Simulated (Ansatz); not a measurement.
## MoS2 monolayer (2H): modes against biaxial strain in the plane of the sheet

Wanted: the shifts of the zone-centre modes of MoS2 monolayer (2H) with strain.

Main program and level: Ansatz 0.2.0; DFT PBEsol, scalar-relativistic, plane waves, PAW; PAW set soft_1.

Most raw output is cut from this account.

## 1. Set-up

The cell holds 3 atoms: 1 Mo and 2 S. Cell: a = 3.170 Å, b = 3.170 Å, c = 30.000 Å, α = 90.0°, β = 90.0°, γ = 120.0°. Vacuum lies along c. The height across the vacuum is the one that the program set for its solve, not the one typed.

Coordinates:

```cif
data_structure
_symmetry_space_group_name_H-M 'P 1'
_symmetry_Int_Tables_number 1
_cell_length_a 3.1700
_cell_length_b 3.1700
_cell_length_c 30.0000
_cell_angle_alpha 90.000
_cell_angle_beta 90.000
_cell_angle_gamma 120.000
_cell_volume 261.08
loop_
_atom_site_label
_atom_site_type_symbol
_atom_site_fract_x
_atom_site_fract_y
_atom_site_fract_z
_atom_site_occupancy
Mo1 Mo 0.33333 0.66667 0.33333 1
S2 S 0.66667 0.33333 0.38500 1
S3 S 0.66667 0.33333 0.28167 1
```

## 2. Bringing the structure to rest

The cell and atoms are relaxed, since residual forces and stress would shift the frequencies. The program lengthens the typed cell of 20.0 Å along the normal to 30.0 Å, as its cut-off of the electrostatics needs, and moves no atom.

File input.yaml:

```yaml
crystal:
  lattice:
    - [3.17, 0.0, 0.0]
    - [-1.585, 2.7453, 0.0]
    - [0.0, 0.0, 20.0]
  atoms:
    - { symbol: Mo, position: [0.333333, 0.666667, 0.5] }
    - { symbol: S, position: [0.666667, 0.333333, 0.5775] }
    - { symbol: S, position: [0.666667, 0.333333, 0.4225] }
  periodic: [true, true, false]
kpoints:
  mp_grid: { grid: [12, 12, 1] }
hamiltonian:
  xc: pbesol
  pseudopotentials: { kind: paw, azcp: { folder: soft_1 }, xc_functional: pbe }
scf:
  occupations: { method: gaussian, width: 0.02 }
output:
  forces: true
  stress: true
  eigenvalues: true
relax:
  adjacent_minimum: "off"
  f_tol: 0.005
  max_steps: 80
  cell: { stress_2d_tol: 0.02 }
```

Run with:

```sh
ansatz run input.yaml --threads 4 --pin off --max-ram 16384MiB --backend cpu --events-out ev --progress --plain --runs-dir out
```

Run time: 11 s. Hardware: 4 threads of Intel Xeon Platinum 8488C (Sapphire Rapids), shared host; peak memory 0.59 GiB; 41 s of CPU time.

Step by step:

```tsv
step	energy less that of the first step (eV)	largest force component (eV/Å)	volume (Å³)
1	0.0000	0.0318	261.08
2	-0.0064	0.1264	254.53
3	-0.0082	0.0326	256.23
4	-0.0082	0.0001	256.26
5*	-0.0080	0.0000	256.26
```

Relaxation steps marked * repeat the geometry before them on a plane-wave basis chosen anew for their cell, so energy and pressure can jump there.

Forces are held to the 12 operations that the run works with; a distortion that breaks them can't arise in this run.

```tsv
cell as run	before	after	change
a (Å)	3.170	3.141	-0.9 %
b (Å)	3.170	3.141	-0.9 %
```

The relaxed structure:

```xyz
3
Lattice="3.1406 0.0000 0.0000 -1.5703 2.7198 0.0000 0.0000 0.0000 30.0000" Properties=species:S:1:pos:R:3
Mo    0.0000    1.8132   10.0000
S     1.5703    0.9066   11.5584
S     1.5703    0.9066    8.4416
```

Numbers from this step:

```yaml
gap_on_the_k_mesh: 1.806 eV
area_per_atom: 2.847 Å²
```

The relaxation ends with a largest force component of 1.5e-5 eV/Å.

## 3. Tight relaxation

Phonons need small forces and stress, so the relaxation is finished with tight tolerances on 12×12×1 k points.

File input.yaml:

```yaml
crystal:
  lattice:
    - [3.1406000642, 0.0, 0.0]
    - [-1.5703000321, 2.7198394387, 0.0]
    - [0.0, 0.0, 30.0]
  atoms:
    - { symbol: Mo, position: [0.3333333333, 0.6666666667, 0.3333333333] }
    - { symbol: S, position: [0.6666666667, 0.3333333333, 0.3852806923] }
    - { symbol: S, position: [0.6666666667, 0.3333333333, 0.2813859744] }
  periodic: [true, true, false]
kpoints:
  mp_grid: { grid: [12, 12, 1] }
hamiltonian:
  xc: pbesol
  pseudopotentials: { kind: paw, azcp: { folder: soft_1 }, xc_functional: pbe }
scf:
  occupations: { method: fixed }
output:
  forces: true
  stress: true
  eigenvalues: true
  write_density: true
  write_potential: true
  elf: true
  volumetric_format: npy
relax:
  adjacent_minimum: "off"
  f_tol: 0.001
  max_steps: 60
  cell: { stress_2d_tol: 0.002 }
```

Run time: 6.2 s. Hardware: 4 threads; peak memory 0.61 GiB; 20 s of CPU time.

Little changed from the start: no atom moved by 0.005 Å and no cell edge by 0.1 %.

Electrostatic potential energy in the ac plane at fractional y = 0.333, with atoms of S within 0.2 Å of it. With pseudopotentials it is smooth inside the atoms' cores, unlike the true potential.

Values in eV, 24 rows by 16 columns, each cell a mean:
```
  0   0   0   0   0   0   0   0   0   0   0   0   0   0   0   0
  0   0   0   0   0   0   0   0   0   0   0   0   0   0   0   0
  0   0   0   0   0   0   0   0   0   0   0   0   0   0   0   0
  0   0   0   0   0   0   0   0   0   0   0   0   0   0   0   0
  0   0   0   0   0   0   0   0   0   0   0   0   0   0   0   0
  0   0   0   0   0   0   0   0   0   0   0   0   0   0   0   0
  0   0   0   0   0   0   0   0   0   0   0   0   0   0   0   0
  0   0   0   0   0   0   0   0   0   0   0   0   0   0   0   0
  0   0   0   0   0   0   0   0   0   0   0   0   0   0   0   0
  0   0   0   0   0   0   0   0   0   0   0   0   0   0   0   0
  0   0   0   0   0   0   0   0   0   0   0   0   0   0   0   0
  0   0   0   0   0   0   0   0   0   0   0   0   0   0   0   0
  0   0   0   0   0   0   0   0   0   0   0   0   0   0   0   0
 -1  -1   0   0  -1  -1  -1  -1  -2  -3  -3  -3  -3  -2  -2  -1
 -7  -4  -3  -3  -3  -6 -11 -23 -32 -34 -35 -34 -34 -32 -27 -14
-12 -14 -17 -17 -16 -13 -11 -11 -13 -15 -16 -17 -16 -14 -11 -10
-10 -12 -13 -13 -12 -11 -11 -14 -18 -20 -21 -22 -21 -19 -15 -11
 -6  -3  -2  -2  -3  -5  -9 -20 -27 -29 -31 -31 -30 -28 -23 -12
  0   0   0   0   0   0  -1  -1  -1  -1  -1  -1  -1  -1  -1  -1
  0   0   0   0   0   0   0   0   0   0   0   0   0   0   0   0
  0   0   0   0   0   0   0   0   0   0   0   0   0   0   0   0
  0   0   0   0   0   0   0   0   0   0   0   0   0   0   0   0
  0   0   0   0   0   0   0   0   0   0   0   0   0   0   0   0
  0   0   0   0   0   0   0   0   0   0   0   0   0   0   0   0
```
Columns run along a (3.1 Å; values clipped at the 3rd and 97th percentile), rows up along c (30.0 Å). Atoms in or near the plane, at fractional coordinates: S at (0.67, 0.39), S at (0.67, 0.28).

Valence density in the ac plane at fractional y = 0.333, with atoms of S within 0.2 Å of it. It is the smooth field of the valence electrons, not physical close to the nuclei.

Values in e/Å³, 24 rows by 16 columns, each cell a mean:
```
0.0 0.0 0.0 0.0 0.0 0.0 0.0 0.0 0.0 0.0 0.0 0.0 0.0 0.0 0.0 0.0
0.0 0.0 0.0 0.0 0.0 0.0 0.0 0.0 0.0 0.0 0.0 0.0 0.0 0.0 0.0 0.0
0.0 0.0 0.0 0.0 0.0 0.0 0.0 0.0 0.0 0.0 0.0 0.0 0.0 0.0 0.0 0.0
0.0 0.0 0.0 0.0 0.0 0.0 0.0 0.0 0.0 0.0 0.0 0.0 0.0 0.0 0.0 0.0
0.0 0.0 0.0 0.0 0.0 0.0 0.0 0.0 0.0 0.0 0.0 0.0 0.0 0.0 0.0 0.0
0.0 0.0 0.0 0.0 0.0 0.0 0.0 0.0 0.0 0.0 0.0 0.0 0.0 0.0 0.0 0.0
0.0 0.0 0.0 0.0 0.0 0.0 0.0 0.0 0.0 0.0 0.0 0.0 0.0 0.0 0.0 0.0
0.0 0.0 0.0 0.0 0.0 0.0 0.0 0.0 0.0 0.0 0.0 0.0 0.0 0.0 0.0 0.0
0.0 0.0 0.0 0.0 0.0 0.0 0.0 0.0 0.0 0.0 0.0 0.0 0.0 0.0 0.0 0.0
0.0 0.0 0.0 0.0 0.0 0.0 0.0 0.0 0.0 0.0 0.0 0.0 0.0 0.0 0.0 0.0
0.0 0.0 0.0 0.0 0.0 0.0 0.0 0.0 0.0 0.0 0.0 0.0 0.0 0.0 0.0 0.0
0.0 0.0 0.0 0.0 0.0 0.0 0.0 0.0 0.0 0.0 0.0 0.0 0.0 0.0 0.0 0.0
0.0 0.0 0.0 0.0 0.0 0.0 0.0 0.0 0.0 0.0 0.0 0.0 0.0 0.0 0.0 0.0
0.0 0.0 0.0 0.0 0.0 0.0 0.1 0.1 0.1 0.2 0.2 0.2 0.2 0.1 0.1 0.1
0.3 0.2 0.1 0.1 0.2 0.3 0.5 0.8 1.0 0.9 0.8 0.7 0.9 1.0 0.9 0.6
0.4 0.5 0.6 0.6 0.5 0.5 0.5 0.5 0.6 0.6 0.6 0.6 0.6 0.6 0.5 0.5
0.4 0.4 0.4 0.4 0.4 0.4 0.5 0.6 0.7 0.7 0.7 0.7 0.7 0.7 0.6 0.5
0.3 0.2 0.1 0.1 0.1 0.2 0.4 0.7 0.9 0.9 0.7 0.7 0.8 0.9 0.8 0.5
0.0 0.0 0.0 0.0 0.0 0.0 0.0 0.0 0.1 0.1 0.1 0.1 0.1 0.1 0.1 0.0
0.0 0.0 0.0 0.0 0.0 0.0 0.0 0.0 0.0 0.0 0.0 0.0 0.0 0.0 0.0 0.0
0.0 0.0 0.0 0.0 0.0 0.0 0.0 0.0 0.0 0.0 0.0 0.0 0.0 0.0 0.0 0.0
0.0 0.0 0.0 0.0 0.0 0.0 0.0 0.0 0.0 0.0 0.0 0.0 0.0 0.0 0.0 0.0
0.0 0.0 0.0 0.0 0.0 0.0 0.0 0.0 0.0 0.0 0.0 0.0 0.0 0.0 0.0 0.0
0.0 0.0 0.0 0.0 0.0 0.0 0.0 0.0 0.0 0.0 0.0 0.0 0.0 0.0 0.0 0.0
```
Columns run along a (3.1 Å), rows up along c (30.0 Å). Atoms in or near the plane, at fractional coordinates: S at (0.67, 0.39), S at (0.67, 0.28).

ELF in the ac plane at fractional y = 0.333, with atoms of S within 0.2 Å of it. It is the smooth field of the valence electrons, not physical close to the nuclei.

Ten even steps from '_' (0.00) to '@' (0.84), each cell a mean:
```
________________________________
________________________________
________________________________
________________________________
________________________________
________________________________
________________________________
________________________________
________________________________
________________________________
________________________________
________________________________
__________________........______
::________::==**%%@@@@@@@@%%##++
%%==....--##@@@@%%**====++%%@@@@
----::::----==++++++++++++**++==
==--::::::==++**##**++++++******
##==....--**@@@@@@##**++**%%@@@@
::________..--++####%%%%%%##**==
________________________________
________________________________
________________________________
________________________________
________________________________
```
Columns run along a (3.1 Å), rows up along c (30.0 Å). Atoms in or near the plane, at fractional coordinates: S at (0.67, 0.39), S at (0.67, 0.28).

The largest force component left is 0.015 meV/Å, within the tolerances set.

## 4. Zone-centre response at rest

Phonons follow from the second derivative of the energy, found here by linear response.

The modes at rest are the reference of the series.

Changes to input.yaml since step 3:

```diff
@@ -18,13 +18,4 @@
 output:
-  forces: true
-  stress: true
   eigenvalues: true
-  write_density: true
-  write_potential: true
-  elf: true
-  volumetric_format: npy
-relax:
-  adjacent_minimum: "off"
-  f_tol: 0.001
-  max_steps: 60
-  cell: { stress_2d_tol: 0.002 }
+phonons:
+  method: dfpt
```

Run time: 22 s. Hardware: 4 threads; peak memory 1.1 GiB.

Numbers from this step:

```
sum-rule residual before enforcement                    : 3.99e-5 eV/Å²
point group                                             : -6m2
highest optical mode at the zone centre (no LO-TO term) : 472.2 cm⁻¹
lowest optical zone-centre mode                         : 285.7 cm⁻¹
```

Without the LO-TO term. Patterns of degenerate modes are one choice out of their space. The modes at Γ (shares of kinetic energy by element, %):

```tsv
mode	frequency (cm⁻¹)	symmetry	Mo %	S %
1	0.0	acoustic	60	40
2	0.0	acoustic	60	40
3	0.0	acoustic	60	40
4	285.7	E''	0	100
5	285.7	E''	0	100
6	386.5	E'	40	60
7	386.5	E'	40	60
8	406.7	A1'	0	100
9	472.2	A2''	40	60
```

Displacements in mode 4 (285.7 cm⁻¹), the largest set to 1:
```
Mo1  0.00  0.00  0.00
S2  -0.05  1.00  0.00
S3   0.05 -1.00  0.00
```

Displacements in mode 9 (472.2 cm⁻¹), the largest set to 1:
```
Mo1  0.00  0.00  0.67
S2   0.00  0.00 -1.00
S3   0.00  0.00 -1.00
```

Before it was imposed, the acoustic sum rule was missed by 4.0e-5 eV/Å². Small misses are needed for a sound result but don't prove that mesh and cutoff are converged. The lowest optical mode is real, 286 cm⁻¹.

## 5. A member of the series: biaxial strain of +5 % in the plane of the sheet

The cell takes a biaxial strain of +5 % in the plane of the sheet. The cell is held, and the atoms relax in it.

input.yaml, the sections that differ from step 4:

```yaml
crystal:
  lattice:
    - [3.2976300674, 0.0, 0.0]
    - [-1.6488150337, 2.8558314107, 0.0]
    - [0.0, 0.0, 30.0]
  atoms:
    - { symbol: Mo, position: [0.3333333333, 0.6666666667, 0.3333333333] }
    - { symbol: S, position: [0.6666666667, 0.3333333333, 0.3839178219] }
    - { symbol: S, position: [0.6666666667, 0.3333333333, 0.2827488448] }
  periodic: [true, true, false]
output:
  forces: true
  stress: true
  eigenvalues: true
relax:
  adjacent_minimum: "off"
  f_tol: 0.001
  max_steps: 60
# kpoints, hamiltonian, scf: as in step 4
# phonons: removed
```

Run time: 8.1 s. Hardware: 4 threads; peak memory 0.59 GiB.

Relaxation path:

```tsv
step	energy less that of the first step (eV)	largest force component (eV/Å)
1	0.0000	0.1728
2	-0.0009	0.1140
3	-0.0016	0.0003
4	-0.0016	0.0004
```

Forces are held to the 12 operations that the run works with; a distortion that breaks them can't arise in this run.

The relaxed structure:

```
Mo S
1.0
     3.29763    0.00000    0.00000
    -1.64882    2.85583    0.00000
     0.00000    0.00000   30.00000
Mo S
1 2
Cartesian
  0.0000 1.9039 10.0000
  1.6488 0.9519 11.5082
  1.6488 0.9519 8.4918
```

This step gave:

```yaml
gap_on_the_k_mesh: 0.7553 eV
area_per_atom: 3.139 Å²
```

The largest force component left is 0.40 meV/Å.

## 6. Zone-centre modes of the member: biaxial strain of +5 % in the plane of the sheet

The zone-centre modes follow for biaxial strain of +5 % in the plane of the sheet.

input.yaml, the sections that differ from step 5:

```yaml
crystal:
  lattice:
    - [3.2976300674, 0.0, 0.0]
    - [-1.6488150337, 2.8558314107, 0.0]
    - [0.0, 0.0, 30.0]
  atoms:
    - { symbol: Mo, position: [0.3333333333, 0.6666666667, 0.3333333333] }
    - { symbol: S, position: [0.6666666667, 0.3333333333, 0.3836064757] }
    - { symbol: S, position: [0.6666666667, 0.3333333333, 0.283060191] }
  periodic: [true, true, false]
output:
  eigenvalues: true
phonons:
  method: dfpt
# kpoints, hamiltonian, scf: as in step 5
# relax: removed
```

It took 21 s on 4 threads; peak memory 1.2 GiB; 80 s of CPU time.

This step gave:

| Property | Result |
| --- | --- |
| sum-rule residual before enforcement | 1.51e-4 eV/Å² |
| highest optical mode at the zone centre (no LO-TO term) | 446.2 cm⁻¹ |
| lowest optical zone-centre mode | 268.9 cm⁻¹ |

Without the LO-TO term. Patterns of degenerate modes are one choice out of their space. The modes at Γ (shares of kinetic energy by element, %):

```tsv
mode	frequency (cm⁻¹)	symmetry	Mo %	S %
1	0.0	acoustic	60	40
2	0.0	acoustic	60	40
3	0.0	acoustic	60	40
4	268.9	E''	0	100
5	268.9	E''	0	100
6	358.1	E'	40	60
7	358.1	E'	40	60
8	399.0	A1'	0	100
9	446.2	A2''	40	60
```

The lowest optical mode is real, 269 cm⁻¹, and the highest lies at 446.2 cm⁻¹.

For the highest optical mode at the zone centre (no LO-TO term), step 4 gave 472 cm⁻¹; this run, with strain 5 %, gives 446 cm⁻¹ (-6 %).

## 7. A member of the series: biaxial strain of -3 % in the plane of the sheet

The cell takes a biaxial strain of -3 % in the plane of the sheet. The cell is held, and the atoms relax in it.

input.yaml, the sections that differ from step 6:

```yaml
crystal:
  lattice:
    - [3.0463820622, 0.0, 0.0]
    - [-1.5231910311, 2.6382442555, 0.0]
    - [0.0, 0.0, 30.0]
  atoms:
    - { symbol: Mo, position: [0.3333333333, 0.6666666667, 0.3333333333] }
    - { symbol: S, position: [0.6666666667, 0.3333333333, 0.3860305619] }
    - { symbol: S, position: [0.6666666667, 0.3333333333, 0.2806361048] }
  periodic: [true, true, false]
output:
  forces: true
  stress: true
  eigenvalues: true
relax:
  adjacent_minimum: "off"
  f_tol: 0.001
  max_steps: 60
# kpoints, hamiltonian, scf: as in step 6
# phonons: removed
```

It took 6.6 s on 4 threads; peak memory 0.58 GiB.

The steps of the relaxation:

```tsv
step	energy less that of the first step (eV)	largest force component (eV/Å)
1	0.0000	0.2375
2	-0.0026	0.0611
3	-0.0028	0.0000
4	-0.0028	0.0000
```

The run keeps the 12 symmetry operations that it works with, so distortions that break them were not tested.

The atoms that moved most (Å):

```tsv
atom	dx	dy	dz	length
S2	0.000	0.000	0.012	0.012
S3	0.000	0.000	-0.012	0.012
```

Final coordinates:

```
Mo S
1.0
     3.04638    0.00000    0.00000
    -1.52319    2.63824    0.00000
     0.00000    0.00000   30.00000
Mo S
1 2
Direct
  0.33333 0.66667 0.33333
  0.66667 0.33333 0.38642
  0.66667 0.33333 0.28024
```

Numbers from this step:

* gap on the k-mesh: 1.768 eV
* area per atom: 2.679 Å²

The largest force component left is 0.013 meV/Å.

## 8. Modes of this member: biaxial strain of -3 % in the plane of the sheet

The zone-centre modes follow for biaxial strain of -3 % in the plane of the sheet.

input.yaml, the sections that differ from step 7:

```yaml
crystal:
  lattice:
    - [3.0463820622, 0.0, 0.0]
    - [-1.5231910311, 2.6382442555, 0.0]
    - [0.0, 0.0, 30.0]
  atoms:
    - { symbol: Mo, position: [0.3333333333, 0.6666666667, 0.3333333333] }
    - { symbol: S, position: [0.6666666667, 0.3333333333, 0.3864220272] }
    - { symbol: S, position: [0.6666666667, 0.3333333333, 0.2802446395] }
  periodic: [true, true, false]
output:
  eigenvalues: true
phonons:
  method: dfpt
# kpoints, hamiltonian, scf: as in step 7
# relax: removed
```

Elapsed: 20 s, on 4 threads; peak memory 1 GiB; 76 s of CPU time.

Numbers from this step:

```yaml
sum_rule_residual_before_enforcement: 2.45e-4 eV/Å²
highest_optical_mode_at_the_zone_centre_no_lo_to_term: 483.3 cm⁻¹
lowest_optical_zone_centre_mode: 291.5 cm⁻¹
```

Without the LO-TO term. Patterns of degenerate modes are one choice out of their space. The modes at Γ (shares of kinetic energy by element, %):

```tsv
mode	frequency (cm⁻¹)	symmetry	Mo %	S %
1	0.0	acoustic	60	40
2	0.0	acoustic	60	40
3	0.0	acoustic	60	40
4	291.5	E''	0	100
5	291.5	E''	0	100
6	397.2	E'	40	60
7	397.2	E'	40	60
8	410.9	A1'	0	100
9	483.3	A2''	40	60
```

The lowest optical mode is real, 292 cm⁻¹, and the highest lies at 483.3 cm⁻¹.

For the highest optical mode at the zone centre (no LO-TO term), step 4 gave 472 cm⁻¹; this run, with strain -3 %, gives 483 cm⁻¹ (+2 %).

## 9. All members side by side

The members are set side by side, also those not shown above.

Energies are extrapolated to zero smearing, and E0 is that at rest; the cell is clamped and the atoms are relaxed. State of the crystal along the series:

```tsv
strain (%)	E - E0 (meV/atom)	gap on mesh (eV)
-3	29.55	1.768
-2	12.87	1.836
-1	3.155	1.9
0	0	1.806
1	3.035	1.626
2	11.91	1.387
3	26.31	1.162
4	45.91	0.9516
5	70.43	0.7553
```

Optical modes are counted from below at rest and tracked from member to member by their patterns, and modes that stay within 0.3 cm⁻¹ of each other stand once; labels, where given, are those at rest; the cell is clamped and the atoms are relaxed. Optical modes along the series:

```tsv
strain (%)	optical mode 1 E'' (cm⁻¹)	optical mode 2 E' (cm⁻¹)	optical mode 3 A1' (cm⁻¹)	optical mode 4 A2'' (cm⁻¹)
-3	291.5	397.2	410.9	483.3
-2	290	394.2	409.5	480
-1	288	390.7	408.1	476.3
0	285.7	386.5	406.7	472.2
1	283.1	381.8	405.2	467.7
2	280	376.6	403.8	462.9
3	276.6	370.9	402.2	457.6
4	272.9	364.7	400.7	452.1
5	268.9	358.1	399	446.2
```

Value and slope at zero strain of a cubic (a lower polynomial where under five rows exist) through the rows within 2 % of rest. Slopes at rest:

```tsv
mode	frequency (cm⁻¹)	shift per percent of strain (cm⁻¹)
optical mode 1 E''	285.7	-2.5
optical mode 2 E'	386.5	-4.43
optical mode 3 A1'	406.7	-1.44
optical mode 4 A2''	472.2	-4.3
```

## 10. What came out

| Item | Value |
| --- | --- |
| members | 9 |
| highest optical mode at the zone centre (no LO-TO term), at rest | 472.2 cm⁻¹ |
| optical mode 1 E'', shift per percent | -2.50 cm⁻¹ |
| optical mode 2 E', shift per percent | -4.43 cm⁻¹ |
| optical mode 3 A1', shift per percent | -1.44 cm⁻¹ |
| optical mode 4 A2'', shift per percent | -4.30 cm⁻¹ |

What this shows: The fastest shift in the table of slopes is -4.4 cm⁻¹ for each percent (optical mode 2 E'). These are harmonic frequencies at zero temperature: anharmonic shifts, linewidths and thermal expansion are left out. The starting cell was built on a prototype and not taken from a measurement. The PAW files were made for PBE; the program adapts parts of them to the functional of the run, but their partial waves stay those of PBE, an approximation that was not tested in this session. Only the zone centre was solved, so an instability at another wavevector cannot show here. In a sheet the LO-TO splitting vanishes at the zone centre, so no such term is missing here.

[Logs are printed without paths, hosts, clocks, repeated set-up lines and the standing remarks that a program may print on its own settings, such as how far it seeks lower states.]

[Hosts, paths, dates, database ids (printed as entryN), source tags and the programs' standing remarks are cut or masked in the printed files.]
